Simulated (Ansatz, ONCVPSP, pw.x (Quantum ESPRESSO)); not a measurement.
## pw.x on sc As: one setting changed

Potential: optimised norm-conserving Vanderbilt (ONCV), ONCVPSP 4.0.1, PBE; core [Ar] 3d10, reference 4s1.5 4p3.5; waves: 4s: rc 1.65 bohr, ncon 3, nbas 7, qcut 4.4 1/bohr, 2 projectors, debl 3.2 Ha; 4p: rc 1.85 bohr, ncon 4, nbas 8, qcut 4.7 1/bohr, 2 projectors, debl 1.8 Ha; d scattering state at 0.19 Ha: rc 1.95 bohr, ncon 3, nbas 8, qcut 4.6 1/bohr, 2 projectors, debl 2.2 Ha; local part: polynomial inside 1.10 bohr (lpopt 5, dvloc0 0 Ha); core correction: polynomial model core, fcfact 0.35.

The reference run (k-mesh 12³, cutoffs 75/300 Ry, Fermi–Dirac 0.01 Ry, mixing_beta 0.4, conv_thr 1e-9, no spin) gives -0.47 GPa at 20.515 Å³/atom, where all-electron LAPW gives -0.24 GPa. This run, with its own iteration cap, changes k-mesh points per axis to 4.

```
&control
  calculation='scf', prefix='x', pseudo_dir='./', outdir='./tmp', tstress=.true., disk_io='none'
/
&system
  ibrav=0, nat=1, ntyp=1, ecutwfc=75, ecutrho=300, nbnd=9,
  occupations='smearing', smearing='fd', degauss=0.01
/
&electrons
  conv_thr=1e-09, mixing_beta=0.4, electron_maxstep=60
/
ATOMIC_SPECIES
As 1.0 As.UPF
CELL_PARAMETERS angstrom
  2.73751920 0.00000000 0.00000000
  0.00000000 2.73751920 0.00000000
  0.00000000 0.00000000 2.73751920
ATOMIC_POSITIONS crystal
As 0.0000 0.0000 0.0000
K_POINTS automatic
4 4 4 0 0 0
```

```bash
pw.x < As.scf.in > As.scf.out
```

How does the run end?

It converges in 6 iterations; the free energy moves by +425.9 meV/atom and the pressure by -1.50 GPa.

```
Message from routine setup:
     using ibrav=0 with symmetry is DISCOURAGED, use correct ibrav instead
     lattice parameter (alat)  =       5.1732  a.u.
     unit-cell volume          =     138.4421 (a.u.)^3
     number of electrons       =         5.00
     number of Kohn-Sham states=            9
     kinetic-energy cutoff     =      75.0000  Ry
     charge density cutoff     =     300.0000  Ry
     scf convergence threshold =      1.0E-09
     Exchange-correlation= PBE
     number of k points=    10  Fermi-Dirac smearing, width (Ry)=  0.0100
     iteration #  1     ecut=    75.00 Ry     beta= 0.40
     total energy              =     -17.51367067 Ry
     estimated scf accuracy    <       0.00296524 Ry
     iteration #  2     ecut=    75.00 Ry     beta= 0.40
     total energy              =     -17.51369965 Ry
     estimated scf accuracy    <       0.00093725 Ry
     iteration #  3     ecut=    75.00 Ry     beta= 0.40
     total energy              =     -17.51374055 Ry
     estimated scf accuracy    <       0.00001442 Ry
     iteration #  4     ecut=    75.00 Ry     beta= 0.40
     total energy              =     -17.51374242 Ry
     estimated scf accuracy    <       0.00000013 Ry
     iteration #  5     ecut=    75.00 Ry     beta= 0.40
     total energy              =     -17.51374249 Ry
     estimated scf accuracy    <       0.00000001 Ry
     iteration #  6     ecut=    75.00 Ry     beta= 0.40
     the Fermi energy is     7.7954 ev
!    total energy              =     -17.51374249 Ry
     estimated scf accuracy    <          6.0E-11 Ry
     smearing contrib. (-TS)   =      -0.00246409 Ry
     The total energy is F=E-TS. E is the sum of the following terms:
     one-electron contribution =       4.19806622 Ry
     hartree contribution      =       0.49773722 Ry
     xc contribution           =      -8.49545959 Ry
     ewald contribution        =     -13.71162225 Ry
     convergence has been achieved in   6 iterations
          total   stress  (Ry/bohr**3)                   (kbar)     P=      -19.68
     Message from routine punch:
     Nothing written, as per user request (disk_io='none')
```

The run took about 2.5 s on one core of a shared host (AMD EPYC 7R43 64-Core Processor, 256 threads, 1004 GiB, load 102).
